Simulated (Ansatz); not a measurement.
# KF: the cost of one run

Method: DFT PBE, scalar-relativistic, plane waves, PAW, in Ansatz 0.2.0.

### 1 The system as given

The structure is triclinic, space group P1 (No. 1). The conventional cell has a = 4.791 Å, b = 5.595 Å, c = 6.124 Å, α = 112.99°, β = 98.94°, γ = 108.06°. K (site symmetry 1) has 2 F at 1.95 to 2.04 Å as nearest neighbours. K (site symmetry 1) has 2 F at 2.53 to 2.61 Å as nearest neighbours. K (site symmetry 1) has 2 F at 1.73 to 1.88 Å as nearest neighbours. F (site symmetry 1) has 2 K at 1.73 to 1.95 Å as nearest neighbours. F (site symmetry 1) is surrounded by 1 F at 1.74 Å and 1 K at 1.88 Å. Around F (site symmetry 1) lie 1 F at 1.74 Å and 1 K at 2.04 Å.

As a file:

```xyz
6
Lattice="5.5950 0.0000 0.0000 2.3915 5.6379 0.0000 -1.4849 1.4388 4.3216" Properties=species:S:1:pos:R:3 pbc="T T T"
K     3.0485    3.6992    3.6703
K     6.3828    5.7256    2.9945
K     2.5814    0.5326    0.4860
F     3.7549    1.6732    1.0354
F     1.3170    1.0862    1.7651
F     3.2048    5.1174    2.2182
```

### 2 Coarse relaxation

input.yaml reads:

```yaml
crystal:
  lattice:
    - [5.5949740055, 0.0, 0.0]
    - [2.3914898952, 5.6379448192, 0.0]
    - [-1.4848926285, 1.4388112042, 4.3215806208]
  atoms:
    - { symbol: K, position: [0.5824646889, 0.4393842332, 0.8492951795] }
    - { symbol: K, position: [0.9662156544, 0.838718289, 0.6929244962] }
    - { symbol: K, position: [0.4631230334, 0.0657644886, 0.1124614787] }
    - { symbol: F, position: [0.6339945311, 0.2356368965, 0.2395969032] }
    - { symbol: F, position: [0.3059970959, 0.0884218175, 0.4084369537] }
    - { symbol: F, position: [0.3770443527, 0.7766804245, 0.5132882545] }
basis:
  ecutwfc: 420
kpoints:
  mp_grid: { grid: [4, 4, 4] }
hamiltonian:
  xc: pbe
scf:
  occupations: { method: gaussian, width: 0.1 }
  lower_state_search: "off"
output:
  forces: true
  stress: true
  eigenvalues: true
relax:
  adjacent_minimum: "off"
  f_tol: 0.04
  max_steps: 70
  cell: { stress_tol: 0.4 }
```

On the command line:

```sh
$ ansatz run input.yaml --threads 1 --pin off --max-ram 2560MiB --backend cpu --events-out ev --progress --plain --runs-dir out
```

What time and memory should one allow on 1 thread of Intel Xeon 6975P-C (Granite Rapids), shared host?

About 2.6 min, with a peak of 0.47 GiB.
